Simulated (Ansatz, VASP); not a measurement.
P: VASP beside Ansatz

```
CELL_PARAMETERS angstrom
6.74229 0.00000 0.00000
-3.37115 5.83900 0.00000
0.00000 0.00000 3.81011
ATOMIC_POSITIONS crystal
P 0.80857 0.19143 0.50000
P 0.80857 0.61714 0.50000
P 0.38286 0.19143 0.50000
P 0.19143 0.80857 0.50000
P 0.19143 0.38286 0.50000
P 0.61714 0.80857 0.50000
P 0.33333 0.66667 0.00000
P 0.66667 0.33333 0.00000
```

Alike in both runs: functional PBE; k mesh 6 × 6 × 10; occupations gaussian, width 0.1 eV; no spin polarisation.

Ansatz relaxed the structure, and its values are those at the end. VASP's run is a single point on that final structure, the one shown.

```csv
,VASP,Ansatz
version,VASP 6.6.1,Ansatz 0.2.0
potentials or method,"VASP PAW PBE potentials, release 64 (P)","scalar-relativistic, plane waves, PAW"
plane-wave cutoff (eV),520,420
valence electrons in the cell,40,40
```

Ansatz gave:

- gap on the k mesh at the Fermi level (eV): none
- pressure (GPa): 0.0
- rms of the force components (eV/Å): 0.000

Question: What did VASP give for the same quantities?

Answer: gap on the k mesh at the Fermi level (eV): none; pressure (GPa): -0.2; rms of the force components (eV/Å): 0.012.

A gap of «none» marks a metal or a gap that the smearing closes.
